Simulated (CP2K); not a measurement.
# CdSe under changes of volume

One of the cells (23.738 Å³/atom); the others are scaled copies at fixed shape and fractional positions:

```
CELL_PARAMETERS angstrom
4.06439 0.00000 0.00000
2.03220 3.51987 0.00000
2.03220 1.17329 3.31856
ATOMIC_POSITIONS crystal
Cd 0.00000 0.00000 0.00000
Se 0.50000 0.50000 0.50000
```

Measurements of this composition are mostly on another form, of space group No. 186.

| Property | Result |
| --- | --- |
| Program | CP2K 2026.2 |
| Functional | LDA |
| Potentials or basis | GTH_POTENTIALS Cd GTH-PADE-q12, Se GTH-PADE-q6; TZVP-MOLOPT-PBE-GTH basis |
| Density cutoff | 6123 eV |
| k mesh | 8 × 8 × 8 |
| Occupations | fermi-dirac, width 0.01 eV |
| Spin | no spin polarisation |

```tsv
volume (Å³/atom)	energy over the lowest point (meV/atom)	pressure (GPa)
22.314	0.00	-2.0
22.788	7.84	-3.3
23.263	19.47	-4.5
23.738	34.50	-5.6
24.213	52.52	-6.5
24.687	73.16	-7.4
25.162	?	?
```

Q: What does the run at 25.162 Å³/atom give?

A: Energy over the lowest point 96.10 meV/atom; pressure -8.1 GPa.

Worked out: A Birch-Murnaghan fit of order 3 (a polynomial in V^(-2/3)) to the other rows has its minimum at 21.71 Å³/atom, just outside them, with B0 = V·E''(V) = 76 GPa and B' = 4.4. It gives 96.21 meV/atom at 25.162 Å³/atom, against the run's 96.10, and -dE/dV = -8.1 GPa, against -8.1.

Energies are extrapolated to zero smearing.

Caveats: the basis of atomic orbitals isn't converged, which shifts pressures, moduli and gaps.
